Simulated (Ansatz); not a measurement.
**Hf2S: how the occupation rule moves the results**

Method: Ansatz, DFT PBEsol, scalar-relativistic, plane waves, PAW.

```
CELL_PARAMETERS angstrom
3.37427 0.00000 0.00000
-1.68714 2.92221 0.00000
0.00000 0.00000 11.71741
ATOMIC_POSITIONS crystal
Hf 0.66667 0.33333 0.89981
Hf 0.33333 0.66667 0.39981
Hf 0.66667 0.33333 0.60019
Hf 0.33333 0.66667 0.10019
S 0.00000 0.00000 0.75000
S 0.00000 0.00000 0.25000
```

| Quantity | Value |
| --- | --- |
| plane-wave cutoff | 420 eV |
| Γ-centred k-mesh | 12×12×4 |
| spin treatment | unpolarised |

The atoms are held and the occupation rule is swept. Energies are extrapolated to zero smearing and count from the reference run, 12×12×4 Γ-centred mesh, Gaussian smearing 0.1 eV. The cell isn't necessarily relaxed at this level. Spin–orbit coupling is left out. Pressure is positive in compression.

| rule, width (eV) | ΔE (meV/atom) | ΔF, free energy (meV/atom) | P (GPa) | largest change of a force component (eV/Å) |
| --- | --- | --- | --- | --- |
| Gaussian 0.1 | 0.00 | 0.00 | -2.84 | 0.000 |
| Gaussian 0.05 | 0.14 | 1.03 | -2.84 | 0.012 |
| Gaussian 0.5 | 0.89 | -25.7 | -2.65 | 0.056 |
| Fermi–Dirac 0.02 | ? | ? | ? | ? |
| Fermi–Dirac 0.05 | -0.08 | -0.77 | -2.83 | 0.000 |
| Fermi–Dirac 0.2 | ? | ? | ? | ? |
| Fermi–Dirac 0.5 | 29.9 | -236 | -1.45 | 0.404 |
| Methfessel–Paxton 0.01 | ? | ? | ? | ? |
| cold 0.02 | 0.18 | 1.45 | -2.84 | 0.043 |
| cold 0.05 | 0.16 | 1.36 | -2.84 | 0.022 |
| cold 0.3 | -1.38 | -1.31 | -2.82 | 0.031 |
| cold 0.5 | -8.30 | 2.29 | -2.62 | 0.114 |
| tetrahedron | ? | ? | ? | ? |

(1) Fill in the withheld rows.

## Answers

(1) The withheld rows:

```csv
"rule, width (eV)",ΔE (meV/atom),"ΔF, free energy (meV/atom)",P (GPa),largest change of a force component (eV/Å)
Fermi–Dirac 0.02,0.13,1.01,-2.84,0.014
Fermi–Dirac 0.2,2.03,-28.5,-2.63,0.059
Methfessel–Paxton 0.01,0.18,1.45,-2.84,0.044
tetrahedron,-0.12,1.15,-2.86,0.027
```